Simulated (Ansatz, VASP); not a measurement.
# LiF in VASP and in Ansatz

```xyz
2
Lattice="0.0000 2.0273 2.0273 2.0273 0.0000 2.0273 2.0273 2.0273 0.0000" Properties=species:S:1:pos:R:3 pbc="T T T"
Li    0.0000    0.0000    0.0000
F     2.0273    2.0273    2.0273
```

Change from the starting cell: volume scaled by 1.02.

Alike in both runs: task single point; functional LDA; k mesh 10 × 10 × 10; occupations fermi-dirac, width 0.03 eV; no spin polarisation.

|  | VASP | Ansatz |
| --- | --- | --- |
| version | VASP 6.6.1 | Ansatz 0.2.0 |
| potentials or method | VASP PAW LDA potentials, release 64 (Li_sv, F), cutoff 520 eV | all-electron LAPW, scalar-relativistic |

Ansatz gave:

- gap on the k mesh at the Fermi level (eV): 8.65

Q: Estimate VASP's values.

A: gap on the k mesh at the Fermi level (eV): 8.66.

Ansatz ran all-electron here, so the differences hold the error of VASP's frozen core and of both bases.

 A k mesh can miss the band edges.
